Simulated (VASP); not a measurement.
# SrTiO3 (Pm-3m) in VASP: relaxation of cell and atoms with PBE

Aim: the relaxation of cell and atoms of SrTiO3 with PBE.

Everything below comes from runs of VASP 6.6.1. Logs are shortened: lines on timing, memory, paths and dates and some standing lists are left out, and cuts for length are marked.

## 1. The structure

It takes space group Pm-3m (No. 221, cubic). Conventional cell: a = 3.905 Å, b = 3.905 Å, c = 3.905 Å, α = 90.00°, β = 90.00°, γ = 90.00°. Sr (site symmetry m-3m) is surrounded by 12 O at 2.76 Å. Ti (site symmetry m-3m) has 6 O at 1.95 Å as nearest neighbours. Around O (site symmetry 4/mmm) lie 2 Ti at 1.95 Å.

## 2. Relaxation of cell and atoms, PBE

INCAR

```
SYSTEM = SrTiO3
PREC = Accurate
ENCUT = 600
EDIFF = 1E-7
ISMEAR = 0
SIGMA = 0.02
LREAL = .False.
LASPH = .True.
NELM = 80
ALGO = Fast
ISIF = 3
LWAVE = .False.
LCHARG = .False.
GGA = PE
IBRION = 2
NSW = 80
EDIFFG = -0.004
```

KPOINTS

```
regular mesh
0
Gamma
  8 8 8
  0 0 0
```

POSCAR

```
SrTiO3
1.0
    3.9052800000      0.0000000000      0.0000000000
    0.0000000000      3.9052800000      0.0000000000
    0.0000000000      0.0000000000      3.9052800000
Sr Ti O
1 1 3
Direct
    0.5000000000      0.5000000000      0.5000000000
    0.0000000000      0.0000000000      0.0000000000
    0.5000000000      0.0000000000      0.0000000000
    0.0000000000      0.5000000000      0.0000000000
    0.0000000000      0.0000000000      0.5000000000
```

Potentials or basis: VASP PAW PBE potentials, release 64 (Sr_sv, Ti_sv, O).

On the command line:

```sh
> cat potpaw_PBE.64/Sr_sv/POTCAR potpaw_PBE.64/Ti_sv/POTCAR potpaw_PBE.64/O/POTCAR > POTCAR
> mpirun -np 1 vasp_std > vasp.out
```

OUTCAR:

```text
SYSTEM = SrTiO3
   PREC = Accurate
   ENCUT = 600
   EDIFF = 1E-7
   ISMEAR = 0
   LREAL = .False.
   LASPH = .True.
   NELM = 80
   ISIF = 3
   GGA = PE
   IBRION = 2
   NSW = 80
   EDIFFG = -0.004

 ion  position               nearest neighbor table
   1  0.500  0.500  0.500-   3 2.76   4 2.76   5 2.76   3 2.76   4 2.76   3 2.76   5 2.76   3 2.76
                             4 2.76   5 2.76   4 2.76   5 2.76   2 3.38   2 3.38   2 3.38   2 3.38
   2  0.000  0.000  0.000-   3 1.95   4 1.95   5 1.95   5 1.95   4 1.95   3 1.95   1 3.38   1 3.38
                             1 3.38   1 3.38   1 3.38   1 3.38   1 3.38   1 3.38
   3  0.500  0.000  0.000-   2 1.95   2 1.95   1 2.76   1 2.76   1 2.76   1 2.76
   4  0.000  0.500  0.000-   2 1.95   2 1.95   1 2.76   1 2.76   1 2.76   1 2.76
   5  0.000  0.000  0.500-   2 1.95   2 1.95   1 2.76   1 2.76   1 2.76   1 2.76

  LATTYP: Found a simple cubic cell.
 ALAT       =     3.9052800000

  Lattice vectors:

 A1 = (   3.9052800000,   0.0000000000,   0.0000000000)
 A2 = (   0.0000000000,   3.9052800000,   0.0000000000)
 A3 = (   0.0000000000,   0.0000000000,   3.9052800000)

Analysis of symmetry for initial positions (statically):
=====================================================================
 Subroutine PRICEL returns:
 Original cell was already a primitive cell.

 Routine SETGRP: Setting up the symmetry group for a
 simple cubic supercell.

 Subroutine GETGRP returns: Found 48 space group operations
 (whereof 48 operations were pure point group operations)
 out of a pool of 48 trial point group operations.

The static configuration has the point symmetry O_h .

Analysis of symmetry for dynamics (positions and initial velocities):
=====================================================================
 Subroutine PRICEL returns:
 Original cell was already a primitive cell.

 Routine SETGRP: Setting up the symmetry group for a
 simple cubic supercell.

 Subroutine GETGRP returns: Found 48 space group operations
 (whereof 48 operations were pure point group operations)
 out of a pool of 48 trial point group operations.

The dynamic configuration has the point symmetry O_h .

 Subroutine INISYM returns: Found 48 space group operations
 (whereof 48 operations are pure point group operations),
 and found     1 'primitive' translations

----------------------------------------------------------------------------------------

                                     Primitive cell

  volume of cell :      59.5603

  direct lattice vectors                    reciprocal lattice vectors
     3.905280000  0.000000000  0.000000000     0.256063586  0.000000000  0.000000000
     0.000000000  3.905280000  0.000000000     0.000000000  0.256063586  0.000000000
     0.000000000  0.000000000  3.905280000     0.000000000  0.000000000  0.256063586

  length of vectors
     3.905280000  3.905280000  3.905280000     0.256063586  0.256063586  0.256063586

  position of ions in fractional coordinates (direct lattice)
     0.500000000  0.500000000  0.500000000
     0.000000000  0.000000000  0.000000000
     0.500000000  0.000000000  0.000000000
     0.000000000  0.500000000  0.000000000
     0.000000000  0.000000000  0.500000000

  ion indices of the primitive-cell ions
   primitive index   ion index
                 1           1
                 2           2
                 3           3
                 4           4
                 5           5

----------------------------------------------------------------------------------------

 KPOINTS: regular mesh

Automatic generation of k-mesh.
 Grid dimensions read from file:
 generate k-points for:    8    8    8

 Generating k-lattice:

  Cartesian coordinates                     Fractional coordinates (reciprocal lattice)
     0.032007948  0.000000000  0.000000000     0.125000000  0.000000000  0.000000000
     0.000000000  0.032007948  0.000000000     0.000000000  0.125000000  0.000000000
     0.000000000  0.000000000  0.032007948     0.000000000  0.000000000  0.125000000

  Length of vectors
     0.032007948  0.032007948  0.032007948

  Shift w.r.t. Gamma in fractional coordinates (k-lattice)
     0.000000000  0.000000000  0.000000000

 Subroutine IBZKPT returns following result:
 ===========================================

 Found     35 irreducible k-points:

 Following reciprocal coordinates:
            Coordinates               Weight
  0.000000  0.000000  0.000000      1.000000
  0.125000  0.000000  0.000000      6.000000
  0.250000  0.000000  0.000000      6.000000
  0.375000  0.000000  0.000000      6.000000
  0.500000  0.000000  0.000000      3.000000
  0.125000  0.125000  0.000000     12.000000
[... 16 lines left out ...]
  0.375000  0.375000  0.125000     24.000000
  0.500000  0.375000  0.125000     24.000000
 [... further k-points ...]
   k-points           NKPTS =     35   k-points in BZ     NKDIM =     35   number of bands    NBANDS=     24
   number of dos      NEDOS =    301   number of ions     NIONS =      5
   total plane-waves  NPLWV =  32768
   dimension x,y,z NGX =    32 NGY =   32 NGZ =   32
   dimension x,y,z NGXF=    64 NGYF=   64 NGZF=   64
   ions per type =               1   1   3
   NGX,Y,Z   is equivalent  to a cutoff of  13.62, 13.62, 13.62 a.u.
   NGXF,Y,Z  is equivalent  to a cutoff of  27.24, 27.24, 27.24 a.u.
 SYSTEM =  SrTiO3
   PREC   = accura    normal or accurate (medium, high low for compatibility)
   ISTART =      0    job   : 0-new  1-cont  2-samecut
   ICHARG =      2    charge: 1-file 2-atom 10-const
   ISPIN  =      1    spin polarized calculation?
   LNONCOLLINEAR =      F non collinear calculations
   LSORBIT =      F    spin-orbit coupling
   LASPH  =      T    aspherical Exc in radial PAW
   ENCUT  =  600.0 eV  44.10 Ry    6.64 a.u.   7.80  7.80  7.80*2*pi/ulx,y,z
   NELM   =     80;   NELMIN=  2; NELMDL= -5     # of ELM steps
   EDIFF  = 0.1E-06   stopping-criterion for ELM
   LREAL  =      F    real-space projection
   EDIFFG = -.4E-02   stopping-criterion for IOM
   NSW    =     80    number of steps for IOM
   IBRION =      2    ionic relax: 0-MD 1-quasi-New 2-CG
   NFREE  =      1    steps in history (QN), initial steepest desc. (CG)
   ISIF   =      3    stress and relaxation
   ISYM   =      2    0-nonsym 1-usesym 2-fastsym
   POTIM  = 0.5000    time-step for ionic-motion
   TEBEG  =    0.0;   TEEND  =   0.0 temperature during run
   PSTRESS=    0.0 pullay stress
   NELECT =      40.0000    total number of electrons
   NUPDOWN=      -1.0000    fix difference up-down
   EMIN   =  10.00;   EMAX   =-10.00  energy-range for DOS
   EFERMI =   0.00;   METHOD = LEGACY
   ISMEAR =     0;   SIGMA  =   0.02  broadening in eV -4-tet -1-fermi 0-gaus
   EFERMI_NEDOS =   21; number of points for ismear=-14 and -15
   IALGO  =     68    algorithm
   IMIX   =      4    mixing-type and parameters
     AMIX     =   0.40;   BMIX     =  1.00
     AMIX_MAG =   1.60;   BMIX_MAG =  1.00
  volume/ion in A,a.u.               =      11.91        80.39
  Fermi-wavevector in a.u.,A,eV,Ry     =   1.433648  2.709203 27.964703  2.055348
  Thomas-Fermi vector in A             =   2.553143
   LORBIT       =      0    0 simple, 1 ext, 2 COOP (PROOUT), +10 PAW based schemes
   GGA     = PE    functional components
   LHFCALC =     F    Hartree Fock is set to
   AEXX    =    0.0000 exact exchange contribution
   IVDW    =     0    specifies the selected vdW correction
   LEPSILON=     F    determine dielectric tensor
   LRPA    =     F    only Hartree local field effects (RPA)
 conjugate gradient relaxation of ions
 non-spin polarized calculation
 RMM-DIIS sequential band-by-band and
 Gauss-broadening in eV      SIGMA  =   0.02
  energy-cutoff  :      600.00
  volume of cell :       59.56
 maximum number of plane-waves:      2008
 NGX is ok and might be reduce to    32
   NGX = 15   NGY = 15   NGZ = 15

--------------------------------------- Ionic step        1  -------------------------------------------

 number of electron      39.9999979 magnetization

 Free energy of the ion-electron system (eV)
  ---------------------------------------------------
  ext. energy  EPLUGINS =         0.00000000
  ---------------------------------------------------
  free energy    TOTEN  =       -40.08118373 eV

  energy without entropy =      -40.08118373  energy(sigma->0) =      -40.08118373

------------------------ aborting loop EDIFF was not reached (unconverged)  ----------------------------

  FORCE on cell =-STRESS in cart. coord.  units (eV):
  Direction    XX          YY          ZZ          XY          YZ          ZX
  --------------------------------------------------------------------------------------
  -------------------------------------------------------------------------------------
  Total        1.6501637      1.6501637      1.6501637      0.0000000      0.0000000     -0.0000000
  in kB       44.3895857     44.3895857     44.3895857      0.0000000      0.0000000     -0.0000000
  external PRESSURE =      44.3895857 kB  Pullay stress =       0.0000000 kB
[... 102 lines left out ...]
  energy  without entropy=      -40.1067817605  energy(sigma->0) =      -40.10678176

--------------------------------------- Ionic step        4  -------------------------------------------

 number of electron      39.9999974 magnetization

 Free energy of the ion-electron system (eV)
  ---------------------------------------------------
  ext. energy  EPLUGINS =         0.00000000
  ---------------------------------------------------
  free energy    TOTEN  =       -40.10690158 eV

  energy without entropy =      -40.10690158  energy(sigma->0) =      -40.10690158

 E-fermi :   4.1554     XC(G=0): -11.1301

 val. band max:        3.9473447173   @ k =   0.5000   0.5000   0.5000
 cond. band min:       5.7542765645   @ k =   0.0000   0.0000   0.0000
 fundamental gap:      1.8069318472
 Fermi energy:         4.1554187719

 k-point     1 :       0.0000    0.0000    0.0000
  band No.  band energies     occupation
      1     -52.6259      2.00000
      2     -28.9250      2.00000
      3     -28.8556      2.00000
      4     -28.8556      2.00000
      5     -28.8556      2.00000
      6     -13.3838      2.00000
[... 637 lines left out ...]
     23       7.9495      0.00000
     24       9.4632      0.00000

 [... further k-points ...]
[... 5 lines left out ...]
  --------------------------------------------------------------------------------------
  -------------------------------------------------------------------------------------
  Total       -0.0002717     -0.0002717     -0.0002717      0.0000000     -0.0000000      0.0000000
  in kB       -0.0071176     -0.0071176     -0.0071176      0.0000000     -0.0000000      0.0000000
  external PRESSURE =      -0.0071176 kB  Pullay stress =       0.0000000 kB

 VOLUME and BASIS-vectors are now :
 -----------------------------------------------------------------------------
  energy-cutoff  :      600.00
  volume of cell :       61.16
      direct lattice vectors                 reciprocal lattice vectors
     3.939950895 -0.000000000 -0.000000000     0.253810270 -0.000000000 -0.000000000
     0.000000000  3.939950895 -0.000000000     0.000000000  0.253810270 -0.000000000
     0.000000000  0.000000000  3.939950895     0.000000000  0.000000000  0.253810270
[... 11 lines left out ...]
  FREE ENERGIE OF THE ION-ELECTRON SYSTEM (eV)
  ---------------------------------------------------
  free  energy   TOTEN  =       -40.1069015770 eV

  energy  without entropy=      -40.1069015770  energy(sigma->0) =      -40.10690158

 reached required accuracy - stopping structural energy minimisation
```

Run time: 4.8 min. Hardware: 1 thread of Intel Xeon 6975P-C (Granite Rapids), shared host; peak memory 0.23 GiB.

What came out:

| Item | Value |
| --- | --- |
| Free energy | -40.1069 eV |
| Relaxed volume | 12.23 Å³/atom |
| Relaxed cell | a = 3.940 Å, b = 3.940 Å, c = 3.940 Å, α = 90.00°, β = 90.00°, γ = 90.00° |
| Space group after relaxing (to 0.05 Å) | Pm-3m (No. 221) |
| Energy gained by relaxing | 5.1 meV/atom |
| Ionic steps | 4 |
| Pressure after relaxing | 0.0 GPa |
| Band gap on the k mesh | 1.81 eV, indirect (least direct gap 2.18 eV) |

Step by step:
| step | energy change (eV) | largest force (eV/Å) | pressure (GPa) | volume (Å³) |
| --- | --- | --- | --- | --- |
| 1 | 0.0000 | 0.0000 | 4.44 | 59.56 |
| 2 | -0.0119 | 0.0000 | -3.38 | 62.45 |
| 3 | -0.0256 | 0.0000 | -0.30 | 61.27 |
| 4 | -0.0257 | 0.0000 | 0.00 | 61.16 |

Final structure:
```
Sr Ti O
1.0
     3.93995    0.00000    0.00000
     0.00000    3.93995    0.00000
     0.00000    0.00000    3.93995
Sr Ti O
1 1 3
Direct
  0.50000 0.50000 0.50000
  0.00000 0.00000 0.00000
  0.50000 0.00000 0.00000
  0.00000 0.50000 0.00000
  0.00000 0.00000 0.50000
```

Levels at points of the mesh, in eV from the valence-band top:
| k point | band 18 | band 19 | band 20 | band 21 | band 22 | band 23 |
| --- | --- | --- | --- | --- | --- | --- |
| (0.00, 0.00, 0.00) | -0.37 | -0.37 | -0.37 | 1.81 | 1.81 | 1.81 |
| (0.50, 0.00, 0.00) | -1.90 | -0.73 | -0.73 | 1.96 | 3.64 | 3.64 |
| (0.50, 0.50, 0.00) | -1.54 | -1.54 | -0.09 | 3.65 | 3.65 | 4.09 |
| (0.50, 0.50, 0.50) | 0.00 | 0.00 | 0.00 | 4.29 | 4.29 | 4.29 |

A k mesh can miss the band edges. PBE usually gives volumes a little too large and moduli too small.
